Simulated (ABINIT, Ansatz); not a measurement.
# BeTe (F-43m): G0W0 with ABINIT, start to end, part 2 of 3

Aim: the G0W0 gap of BeTe (F-43m) on PBE, step by step.

ABINIT 10.8.3; PBE and many-body steps on it, plane waves. Known limits of the many-body steps: not at the basis limit; exchange with frozen shells missing; no spin-orbit coupling.

So far. Step 2 (Ground state): The gap is indirect, with the least direct gap 1.63 eV higher.

## (3) Bands along the symmetry lines

Level of this step: DFT, PBE, plane waves, norm-conserving pseudopotentials (ABINIT).

The cheap functional maps the bands first; the places of the edges decide which points the dearer methods must see.

run.abi reads:

```
acell 3*1.0 Angstrom
rprim 
  -0.000000000000 2.831458787600 2.831458787600
  2.831458787600 0.000000000000 2.831458787600
  2.831458787600 2.831458787600 0.000000000000
ntypat 2
znucl 4 52
natom 2
typat 1 2
xred 
  0.000000000000 0.000000000000 0.000000000000
  0.750000000000 0.750000000000 0.750000000000
pp_dirpath "pseudos"
pseudos "Be.upf, Te.upf"
ecut 38
iscf -2
irdden 1
kptopt 0
nkpt 50
kpt 
  0.00000000 0.00000000 0.00000000
  -0.06250000 -0.06250000 0.00000000
  -0.12500000 -0.12500000 0.00000000
  -0.18750000 -0.18750000 0.00000000
  -0.25000000 -0.25000000 0.00000000
  -0.31250000 -0.31250000 0.00000000
  -0.37500000 -0.37500000 0.00000000
  -0.43750000 -0.43750000 0.00000000
  -0.50000000 -0.50000000 0.00000000
  -0.48437500 -0.48437500 0.03125000
  -0.46875000 -0.46875000 0.06250000
  -0.45312500 -0.45312500 0.09375000
  -0.43750000 -0.43750000 0.12500000
  -0.42187500 -0.42187500 0.15625000
  -0.40625000 -0.40625000 0.18750000
  -0.39062500 -0.39062500 0.21875000
  -0.37500000 -0.37500000 0.25000000
  -0.37500000 0.00000000 0.37500000
  -0.32812500 0.00000000 0.32812500
  -0.28125000 0.00000000 0.28125000
  -0.23437500 0.00000000 0.23437500
  -0.18750000 0.00000000 0.18750000
  -0.14062500 0.00000000 0.14062500
  -0.09375000 0.00000000 0.09375000
  -0.04687500 0.00000000 0.04687500
  0.00000000 0.00000000 0.00000000
  0.00000000 0.00000000 0.06250000
  0.00000000 0.00000000 0.12500000
  0.00000000 0.00000000 0.18750000
  0.00000000 0.00000000 0.25000000
  0.00000000 0.00000000 0.31250000
  0.00000000 0.00000000 0.37500000
  0.00000000 0.00000000 0.43750000
  -0.00000000 -0.00000000 0.50000000
  -0.06250000 -0.03125000 0.46875000
  -0.12500000 -0.06250000 0.43750000
  -0.18750000 -0.09375000 0.40625000
  -0.25000000 -0.12500000 0.37500000
  -0.31250000 -0.15625000 0.34375000
  -0.37500000 -0.18750000 0.31250000
  -0.43750000 -0.21875000 0.28125000
  -0.50000000 -0.25000000 0.25000000
  -0.50000000 -0.28125000 0.21875000
  -0.50000000 -0.31250000 0.18750000
  -0.50000000 -0.34375000 0.15625000
  -0.50000000 -0.37500000 0.12500000
  -0.50000000 -0.40625000 0.09375000
  -0.50000000 -0.43750000 0.06250000
  -0.50000000 -0.46875000 0.03125000
  -0.50000000 -0.50000000 0.00000000
istwfk *1
nband 17
nbdbuf 2
tolwfr 1e-08
nstep 40
prtwf 0
prtvol 0
indata_prefix "in"
outdata_prefix "out"
tmpdata_prefix "tmp"
```

The run is started by

```console
OMP_NUM_THREADS=1 mpirun -n 8 abinit run.abi > log
```

Numbers of over 12 decimals in the logs are rounded to 6 here.

The log of the run:

```text
.Version 10.8.3 of ABINIT. v10.8.2 released Aug 2026.

 Symmetries : space group F-4 3 m (#216); Bravais cF (face-center cubic)
[... echo of the input left out ...]
== DATASET  1 ==================================================================
-   mpi_nproc: 8, omp_nthreads: 1 (-1 if OMP is not activated)

--- !DatasetInfo
iteration_state: {dtset: 1, }
dimensions: {natom: 2, nkpt: 50, mband: 17, nsppol: 1, nspinor: 1, nspden: 1, mpw: 3479, }
cutoff_energies: {ecut:  38.0, pawecutdg:  -1.0, }
electrons: {nelect:   2.00000000E+01, charge:   0.00000000E+00, occopt:   1.00000000E+00, tsmear:   1.00000000E-02, }

 Real(R)+Recip(G) space primitive vectors, cartesian coordinates (Bohr,Bohr^-1):
 R(1)=  0.0000000  5.3506816  5.3506816  G(1)= -0.0934460  0.0934460  0.0934460
 R(2)=  5.3506816  0.0000000  5.3506816  G(2)=  0.0934460 -0.0934460  0.0934460
 R(3)=  5.3506816  5.3506816  0.0000000  G(3)=  0.0934460  0.0934460 -0.0934460
 Unit cell volume ucvol=  3.0637783E+02 bohr^3
 Angles (23,13,12)=  6.00000000E+01  6.00000000E+01  6.00000000E+01 degrees

 getcut: wavevector=  0.0000  0.0000  0.0000  ngfft=  45  45  45
         ecut(hartree)=     38.000   => boxcut(ratio)=   2.09542

--- Pseudopotential description ------------------------------------------------
- Be Generated using ONCVPSP code by D. R. Hamann
-  4.00000   4.00000  171031                  znucl, zion, pspdat
12 -101130 1 -1 1358                          pspcod,pspxc,lmax,lloc,mmax
     nproj     2     2     0
  pspatm : epsatm=    3.09777737
         --- l  ekb(1:nproj) -->
             0   -6.963791   -2.566656
             1   -2.597416   -0.573818
 pspatm: atomic psp has been read  and splines computed

- Te Generated using ONCVPSP code by D. R. Hamann
- 52.00000  16.00000  171031                  znucl, zion, pspdat
12 -101130 2 -1 1294                          pspcod,pspxc,lmax,lloc,mmax
     nproj     2     2     2
  pspatm : epsatm=   36.72599971
         --- l  ekb(1:nproj) -->
             0    6.377110    0.786674
[...]
pspatm: atomic psp has been read  and splines computed

--------------------------------------------------------------------------------

================================================================================
 prteigrs : about to open file out_EIG
 Non-SCF case, kpt    1 (  0.00000  0.00000  0.00000), residuals and eigenvalues=
  2.03E-09  9.50E-10  1.96E-09  3.43E-09  1.71E-09  5.57E-09  2.51E-09  2.07E-09
  4.27E-09  6.31E-09  2.36E-09  3.64E-09  7.85E-09  2.14E-09  8.84E-09  6.41E-06
  9.90E-05
 -3.5429E+00 -1.1862E+00 -1.1862E+00 -1.1862E+00 -1.1858E+00 -1.1858E+00
 -3.0187E-01  1.4612E-01  1.4612E-01  1.4612E-01  2.8053E-01  2.8053E-01
  2.8053E-01  2.8269E-01  4.5658E-01  5.2864E-01  5.2879E-01
 Non-SCF case, kpt    2 ( -0.06250 -0.06250  0.00000), residuals and eigenvalues=
[...]
Non-SCF case, kpt    3 ( -0.12500 -0.12500  0.00000), residuals and eigenvalues=
[...]
2.13E-05
[...]
3.1499E-01  3.2003E-01  4.4780E-01  4.8757E-01  5.3820E-01
[...]
Non-SCF case, kpt   49 ( -0.50000 -0.46875  0.03125), residuals and eigenvalues=
[...]
4.9862E-01  4.9884E-01  5.6886E-01  6.1205E-01  6.4311E-01
 Non-SCF case, kpt   50 ( -0.50000 -0.50000  0.00000), residuals and eigenvalues=
[...]
-3.5428E+00 -1.1863E+00 -1.1860E+00 -1.1860E+00 -1.1859E+00 -1.1857E+00
 -2.3676E-01 -3.8132E-02  5.1510E-02  5.1510E-02  2.2063E-01  2.4586E-01
  5.0179E-01  5.0179E-01  5.7165E-01  6.1962E-01  6.4925E-01

--- !ResultsGS
iteration_state: {dtset: 1, }
comment   : Summary of ground state results
lattice_vectors:
- [ -0.0000000,   5.3506816,   5.3506816, ]
- [  5.3506816,   0.0000000,   5.3506816, ]
- [  5.3506816,   5.3506816,   0.0000000, ]
lattice_lengths: [   7.56701,    7.56701,    7.56701, ]
lattice_angles: [ 60.000,  60.000,  60.000, ] # degrees, (23, 13, 12)
lattice_volume:   3.0637783E+02
convergence: {deltae:  0.000E+00, res2:  0.000E+00, residm:  9.950E-09, diffor:  0.000E+00, }
etotal    :  -1.18839809E+02
entropy   :   0.00000000E+00
fermie    :   1.46115151E-01
cartesian_stress_tensor: null
pressure_GPa: null
xred      :
- [  0.0000E+00,   0.0000E+00,   0.0000E+00, Be]
- [  7.5000E-01,   7.5000E-01,   7.5000E-01, Te]
cartesian_forces: null
force_length_stats: {min: null, max: null, mean: null, }

 Integrated electronic density in atomic spheres:
 ------------------------------------------------
 Atom  Sphere_radius  Integrated_density
[...]
================================================================================

 ----iterations are completed or convergence reached----

 Mean square residual over all n,k,spin=   42.814E-10; max=  99.498E-10
 reduced coordinates (array xred) for    2 atoms
       0.000000000000      0.000000000000      0.000000000000
       0.750000000000      0.750000000000      0.750000000000

 cartesian coordinates (angstrom) at end:
    1      0.000000     0.000000     0.000000
    2      4.247188     4.247188     4.247188
 length scales=  1.889726125908  1.889726125908  1.889726125908 bohr
              =  1.000000000000  1.000000000000  1.000000000000 angstroms
 prteigrs : about to open file out_EIG
 Eigenvalues (hartree) for nkpt=  50  k points:
 kpt#   1, nband= 17, wtk=  1.00000, kpt=  0.0000  0.0000  0.0000 (reduced coord)
[...]
kpt#   2, nband= 17, wtk=  1.00000, kpt= -0.0625 -0.0625  0.0000 (reduced coord)
[...]
kpt#   3, nband= 17, wtk=  1.00000, kpt= -0.1250 -0.1250  0.0000 (reduced coord)
[...]
kpt#  49, nband= 17, wtk=  1.00000, kpt= -0.5000 -0.4687  0.0313 (reduced coord)
[...]
0.64311
 kpt#  50, nband= 17, wtk=  1.00000, kpt= -0.5000 -0.5000  0.0000 (reduced coord)
  -3.54284   -1.18625   -1.18599   -1.18599   -1.18587   -1.18572   -0.23676   -0.03813
   0.05151    0.05151    0.22063    0.24586    0.50179    0.50179    0.57165    0.61962
   0.64925

== END DATASET(S) ==============================================================
================================================================================

 -outvars: echo values of variables after computation  --------
            nband          17
             nkpt          50
          spgroup         216
 [... the other variables as echoed above ...]

 Calculation completed.
```

Elapsed: 6.8 s, on 8 MPI ranks of Arm Neoverse V2, shared host; peak memory 0.54 GiB.

This step gave:

```
gap                        : 2.028 eV
k of the valence top       : 0, 0, 0
k of the conduction bottom : -0.5, -0.5, 0
least direct gap           : 3.657 eV
```

The gap is 2.028 eV, as in the run before at this level.

The electronic bands at the labelled points (eV, zero at the top of the highest filled band):

| point | band 7 | band 8 | band 9 | band 10 | band 11 | band 12 | band 13 | band 14 |
| --- | --- | --- | --- | --- | --- | --- | --- | --- |
| Γ | -12.19 | 0.00 | 0.00 | 0.00 | 3.66 | 3.66 | 3.66 | 3.72 |
| halfway | -11.47 | -2.86 | -1.63 | -1.63 | 2.65 | 4.42 | 6.45 | 6.45 |
| X | -10.42 | -5.01 | -2.57 | -2.57 | 2.03 | 2.71 | 9.68 | 9.68 |
| halfway | -10.41 | -4.91 | -3.06 | -2.47 | 2.36 | 3.38 | 9.09 | 9.15 |
| U | -10.44 | -4.67 | -3.78 | -2.17 | 2.75 | 5.30 | 7.89 | 8.17 |
| jump to K | -10.44 | -4.67 | -3.78 | -2.17 | 2.75 | 5.30 | 7.89 | 8.17 |
| halfway | -11.41 | -3.47 | -2.20 | -0.65 | 4.06 | 4.70 | 5.22 | 6.29 |
| Γ | -12.19 | 0.00 | 0.00 | 0.00 | 3.66 | 3.66 | 3.66 | 3.72 |
| halfway | -11.65 | -3.26 | -0.65 | -0.65 | 3.30 | 4.52 | 4.52 | 7.00 |
| L | -10.89 | -5.42 | -1.10 | -1.10 | 3.06 | 4.63 | 4.63 | 7.93 |
| halfway | -10.66 | -5.01 | -2.83 | -1.85 | 4.21 | 4.43 | 6.68 | 7.78 |
| W | -10.39 | -4.50 | -3.60 | -3.12 | 5.30 | 5.58 | 5.62 | 6.17 |
| halfway | -10.40 | -4.82 | -3.05 | -2.87 | 3.06 | 3.67 | 8.26 | 8.44 |
| X | -10.42 | -5.01 | -2.57 | -2.57 | 2.03 | 2.71 | 9.68 | 9.68 |

The electronic bands as a text plot (rows in eV, shown from -8.0 to 7.9 only):

```
    7.6 |    +  ++        ++                 ++  +    ++
    6.9 |                  +++              +         +++   +
    6.3 |     ++            +++++++        +             +++
    5.6 |    +            +   ++   ++                +    +
    4.9 |  +++           +      +++      ++  ++++++++  +++ ++
    4.3 | +++ ++                ++++++  +++++     ++++++    +
    3.6 |++     ++     ++   ++++   ++++++++++       ++       +
    3.0 |  +++++  +++++  +++                 +++++++         ++++
    2.3 |       +++++++++                                      ++
    1.6 |
    1.0 |
    0.3 |*                            **
   -0.4 | ***                   ******  *****
   -1.0 |  ***                **   **    **  ********
   -1.7 |    ***           ***   ****               ***
   -2.4 |       ***********     ***        *         * **      **
   -3.0 |     **      ***     **            *         ** *******
   -3.7 |       **       *****  *                       *****
   -4.3 |         *       ******             **         *****
   -5.0 |          *******                     **   ****     ****
   -5.7 |                                        ***
   -6.3 |
   -7.0 |
   -7.7 |
         Γ           X  U|K            Γ         L        W     X
```

## (4) Empty states on the mesh, 6×6×6 mesh, 425 bands

The sums over transitions need many empty states on a uniform mesh; this step solves for them.

run.abi reads:

```
acell 3*1.0 Angstrom
rprim 
  -0.000000000000 2.831458787600 2.831458787600
  2.831458787600 0.000000000000 2.831458787600
  2.831458787600 2.831458787600 0.000000000000
ntypat 2
znucl 4 52
natom 2
typat 1 2
xred 
  0.000000000000 0.000000000000 0.000000000000
  0.750000000000 0.750000000000 0.750000000000
pp_dirpath "pseudos"
pseudos "Be.upf, Te.upf"
ecut 38
ngkpt 6 6 6
nshiftk 1
shiftk 0 0 0
kptopt 1
chksymbreak 0
irdden 1
istwfk *1
nband 425
prtvol 0
optdriver 6
gwr_task "HDIAGO"
paral_kgb 0
occopt 1
indata_prefix "in"
outdata_prefix "out"
tmpdata_prefix "tmp"
```

The log of the run:

```text
[banner, memory and clock lines left out]
.Version 10.8.3 of ABINIT. v10.8.2 released Aug 2026.

 Symmetries : space group F-4 3 m (#216); Bravais cF (face-center cubic)
[... echo of the input left out ...]
== DATASET  1 ==================================================================
-   mpi_nproc: 8, omp_nthreads: 1 (-1 if OMP is not activated)

--- !DatasetInfo
iteration_state: {dtset: 1, }
dimensions: {natom: 2, nkpt: 16, mband: 425, nsppol: 1, nspinor: 1, nspden: 1, mpw: 3479, }
cutoff_energies: {ecut:  38.0, pawecutdg:  -1.0, }
electrons: {nelect:   2.00000000E+01, charge:   0.00000000E+00, occopt:   1.00000000E+00, tsmear:   1.00000000E-02, }

.Using double precision arithmetic; gwpc =  8

- Reading GS density from: in_DEN

--- Pseudopotential description ------------------------------------------------
- Be Generated using ONCVPSP code by D. R. Hamann
-  4.00000   4.00000  171031                  znucl, zion, pspdat
12 -101130 1 -1 1358                          pspcod,pspxc,lmax,lloc,mmax
     nproj     2     2     0
  pspatm : epsatm=    3.09777737
         --- l  ekb(1:nproj) -->
             0   -6.963791   -2.566656
             1   -2.597416   -0.573818
 pspatm: atomic psp has been read  and splines computed

- Te Generated using ONCVPSP code by D. R. Hamann
- 52.00000  16.00000  171031                  znucl, zion, pspdat
12 -101130 2 -1 1294                          pspcod,pspxc,lmax,lloc,mmax
     nproj     2     2     2
  pspatm : epsatm=   36.72599971
         --- l  ekb(1:nproj) -->
             0    6.377110    0.786674
             1    5.734664    1.068640
             2   -5.988876   -1.858037
 pspatm: atomic psp has been read  and splines computed

   7.96475542E+02                                ecore*ucvol(ha*bohr**3)

 Total charge density [el/Bohr^3]
)     Maximum=    4.6349E+00  at reduced coord.    0.0000    0.0000    0.0000
)     Minimum=    2.0312E-03  at reduced coord.    0.2444    0.2444    0.2444
   Integrated=    2.0000E+01

 === KS gaps after direct diagonalization ===
 Indirect band gap semiconductor
 Fundamental gap:     2.028 (eV)
   VBM:     3.976 (eV) at k: [ 0.0000E+00,  0.0000E+00,  0.0000E+00]
   CBM:     6.004 (eV) at k: [ 5.0000E-01,  5.0000E-01,  0.0000E+00]
 Direct gap:         3.658 (eV) at k: [ 0.0000E+00,  0.0000E+00,  0.0000E+00]

== END DATASET(S) ==============================================================

 -outvars: echo values of variables after computation  --------
           etotal      0.0000000000E+00
            nband         425
             nkpt          16
          spgroup         216
 [... the other variables as echoed above ...]

 Calculation completed.
```

The job ended after 56 s (8 MPI ranks; peak memory 5.6 GiB; 7.5 min of CPU time).

Numbers from this step:

```yaml
gap: 2.028 eV
k_of_the_valence_top: 0, 0, 0
k_of_the_conduction_bottom: 0.5, 0.5, 0
least_direct_gap: 3.658 eV
k_points_computed: 16
lowest_point_of_the_top_converged_band_above_the_valence_top: 236.7247 eV
```

On this mesh the gap is 2.028 eV.

## (5) Screening, 6×6×6 mesh, 417 bands, screening to 326.5 eV

The RPA dielectric matrix is built and inverted for each q.

This step: RPA screening on PBE, plane waves, norm-conserving pseudopotentials.

Edit run.abi of step 4 so:

```diff
@@ -20,10 +20,11 @@
 chksymbreak 0
-irdden 1
 istwfk *1
-nband 425
-prtvol 0
-optdriver 6
-gwr_task "HDIAGO"
-paral_kgb 0
 occopt 1
+irdwfk 1
+optdriver 3
+nband 417
+ecuteps 12
+inclvkb 2
+awtr 1
+symchi 1
 indata_prefix "in"
```

The log of the run:

```text
.Version 10.8.3 of ABINIT. v10.8.2 released Aug 2026.

 Symmetries : space group F-4 3 m (#216); Bravais cF (face-center cubic)
[... echo of the input left out ...]
== DATASET  1 ==================================================================
-   mpi_nproc: 8, omp_nthreads: 1 (-1 if OMP is not activated)

--- !DatasetInfo
iteration_state: {dtset: 1, }
dimensions: {natom: 2, nkpt: 16, mband: 417, nsppol: 1, nspinor: 1, nspden: 1, mpw: 3479, }
cutoff_energies: {ecut:  38.0, pawecutdg:  -1.0, }
electrons: {nelect:   2.00000000E+01, charge:   0.00000000E+00, occopt:   1.00000000E+00, tsmear:   1.00000000E-02, }

 SCREENING: Calculation of the susceptibility and dielectric matrices

 Based on a program developped by R.W. Godby, V. Olevano, G. Onida, and L. Reining.
 Incorporated in ABINIT by V. Olevano, G.-M. Rignanese, and M. Torrent.
.Using double precision arithmetic ; gwpc =  8

[... cell and pseudopotentials left out ...]
--------------------------------------------------------------------------------

 ==== K-mesh for the wavefunctions ====
 Number of points in the irreducible wedge :    16
[... list of points left out ...]
 Together with 24 symmetry operations and time-reversal symmetry
 yields   216 points in the full Brillouin Zone.

 ==== Q-mesh for the screening function ====
 Number of points in the irreducible wedge :    16
[... list of points left out ...]
 Together with 24 symmetry operations and time-reversal symmetry
 yields   216 points in the full Brillouin Zone.

 setmesh: FFT mesh size selected  =    36x   36x   36
          total number of points  =        46656

 vcoul_init : cutoff-mode = AUXILIARY_FUNCTION
 q-points for optical limit:   1
     1)      0.000010    0.000020    0.000030

- screening: taking advantage of time-reversal symmetry
- Maximum band index for partially occupied states nbvw = 10
- Remaining bands to be divided among processors   nbcw = 407
- Number of bands treated by each node ~50

 Number of electrons calculated from density =   20.0000; Expected =   20.0000
 average of density, n =  0.065279
 r_s =    1.5407
 omega_plasma =   24.6457 [eV]

 calculating chi0 at frequencies [eV] :
  1    0.000000E+00    0.000000E+00
  2    0.000000E+00    2.464574E+01

--------------------------------------------------------------------------------
  q-point number  1        q = ( 0.000000, 0.000000, 0.000000) [r.l.u.]
--------------------------------------------------------------------------------
[... chi0 elements left out ...]
 For q-point:  0.000010 0.000020 0.000030
  dielectric constant =   7.3029
  dielectric constant without local fields =   8.4117

  Average fulfillment of the sum rule on Im[epsilon] for q-point    1 :    148.63  [%]
[... wings left out ...]
  q-point number  2        q = ( 0.166667, 0.000000, 0.000000) [r.l.u.]
--------------------------------------------------------------------------------
[... chi0 elements left out ...]
  Average fulfillment of the sum rule on Im[epsilon] for q-point    2 :    176.94  [%]

 [... 14 further q-points ...]
```

Elapsed: 17 min, on 8 MPI ranks; peak memory 8 GiB; 2.2 h of CPU time.

This step gave:

```yaml
eps_infinity_with_local_fields_on_this_mesh_along_the_program_s_q_direction: 7.303
the_same_without_local_fields: 8.412
plasma_frequency: 24.65 eV
plane_waves_in_the_screening_matrix: 609
```

Local fields lower ε∞ by 13 %.

(Part 2 of 3 ends here.)

[Paths, hosts, dates, memory and timing lines, banners, echoed tables and standing remarks are left out of the program output.]

[Logs are printed without paths, hosts, clocks, repeated set-up lines and the standing remarks that a program may print on its own settings, such as how far it seeks lower states.]

[Runs of the session that timed out or met a known fault of the program may be left out.]

[Hosts, paths, dates, database ids (printed as entryN), source tags and the programs' standing remarks are cut or masked in the printed files.]

[G0W0 gaps are taken among the corrected bands and points alone; a level outside them can change the order at an edge.]

[Where Ansatz stands beside ABINIT at settings called matched, ABINIT's density can come from a denser mesh and the files from another edition; pairs whose starting gaps differed by over 0.03 eV were left out, so agreement reads better than it is.]
